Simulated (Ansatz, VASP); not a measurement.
Two plane-wave programs on NaCl

```xyz
2
Lattice="3.6021 0.0000 0.0000 0.0000 3.6021 0.0000 0.0000 0.0000 3.6021" Properties=species:S:1:pos:R:3 pbc="T T T"
Na    0.0000    0.0000    0.0000
Cl    1.8010    1.8010    1.8010
```

Change from the starting cell: hydrostatic strain +4.1%.

Alike in both runs: task single point; functional r2SCAN; k mesh 8 × 8 × 8; no spin polarisation.

```csv
,VASP,Ansatz
version,VASP 6.6.1,Ansatz 0.2.0
potentials or method,"VASP PAW PBE potentials, release 64 (Na_pv, Cl)","plane waves, PAW"
plane-wave cutoff (eV),520,500
occupations,"gaussian, width 0.01 eV",fixed
valence electrons in the cell,14,16
```

VASP gave:

| Quantity | Value |
| --- | --- |
| gap on the k mesh at the Fermi level (eV) | 4.53 |
| pressure (GPa) | -2.8 |

Problem. What did Ansatz give for the same quantities?

Solution. gap on the k mesh at the Fermi level (eV): 4.50; pressure (GPa): -2.7.

The two sets of potentials don't hold the same shells in valence.

Caveats: the PAW data sets were made with another functional, which shifts forces and pressure a little (VASP). A k mesh can miss the band edges.
